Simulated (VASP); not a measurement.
Crystal: BeTe.

```
CELL_PARAMETERS angstrom
0.00000 2.77000 2.77000
2.77000 0.00000 2.77000
2.77000 2.77000 0.00000
ATOMIC_POSITIONS crystal
Be 0.00000 0.00000 0.00000
Te 0.25000 0.25000 0.25000
```

| Property | Result |
| --- | --- |
| Program | VASP 6.6.1 |
| Task | relaxation of cell and atoms |
| Functional | PBE |
| Potentials or basis | VASP PAW PBE potentials, release 64 (Be, Te) |
| Cutoff | 520 eV |
| k mesh | 10 × 10 × 10 |
| Occupations | gaussian, width 0.02 eV |
| Spin | no spin polarisation |

At the start: pressure 4.4 GPa; volume 21.25 Å³/atom.

Where does the relaxation end?

Over 5 steps the energy falls by 19.8 meV/atom and the volume is 22.76 Å³/atom (+7.1 %); space group F-43m (No. 216, to 0.05 Å).

The path:
| step | energy change (eV) | largest force (eV/Å) | pressure (GPa) | volume (Å³) |
| --- | --- | --- | --- | --- |
| 1 | 0.0000 | 0.0000 | 4.45 | 42.51 |
| 2 | -0.0376 | 0.0000 | -0.85 | 46.24 |
| 3 | -0.0396 | 0.0000 | 0.01 | 45.52 |
| 4 | -0.0395 | 0.0000 | -0.06 | 45.58 |
| 5 | -0.0396 | 0.0000 | 0.01 | 45.52 |

Final structure:
```
Be Te
1.0
     0.00000    2.83401    2.83401
     2.83401    0.00000    2.83401
     2.83401    2.83401    0.00000
Be Te
1 1
Direct
  0.00000 0.00000 0.00000
  0.25000 0.25000 0.25000
```
